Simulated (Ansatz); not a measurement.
# SnO2 under pressure: fit and missing row

SnO2, P4_2/mnm, a = 4.722 Å, c = 3.190 Å. Ansatz: LDA, PAW, 420 eV, Γ-centred 6×6×6 mesh on 12 atoms, Gaussian smearing 0.02 eV; no spin polarisation. Cell and atoms are relaxed at each pressure, and no other structure is tried, so the rows at high pressure may lie past a change of phase.

| V (Å³/atom) | P (GPa) |
| --- | --- |
| ? | 30.01 |
| 11.139 | 14.97 |
| 11.443 | 7.97 |
| 11.690 | 3.01 |
| 11.858 | -0.01 |
| 12.041 | -3.00 |

Task: Take V0 = 11.858 Å³/atom, count pressures from its P0 = -0.01 GPa, fit the third-order Birch–Murnaghan form to the other rows, and predict the missing volume.

Result: With the Eulerian strain f = ½[(V0/V)^(2/3) − 1] and y = (P − P0)/[3f(1 + 2f)^(5/2)], the form is the line y = B0 + 1.5 B0 (B0′ − 4) f. Rows (f, y): 0.02129, 211.3; 0.01202, 208.5; 0.00478, 205.6; -0.00508, 201.3. Means f = 0.008252, y = 206.68; Σ(Δf)² = 0.0003740, ΣΔfΔy = 0.1426; the slope is their ratio. y = 203.5 + 381.2 f GPa, so B0 = 203.5 GPa and B0′ = 4 + 2 × (381.2)/(3 × 203.5) = 5.25. P = 30.01 GPa is met at f = 0.03818 (y = 218.05), so V = V0 (1 + 2f)^(−3/2) = 10.619 Å³/atom. The run gave 10.608 Å³/atom, so the fit is 0.011 Å³/atom too high, 0.77 % of the span of the series, against an rms of 0.0007 Å³/atom on the fitted rows. The row lies outside the fitted range. The points of y bend away from a line: a fourth-order term fitted to them gives P = 29.91 GPa at this row's volume (the line 30.36, the run 30.01).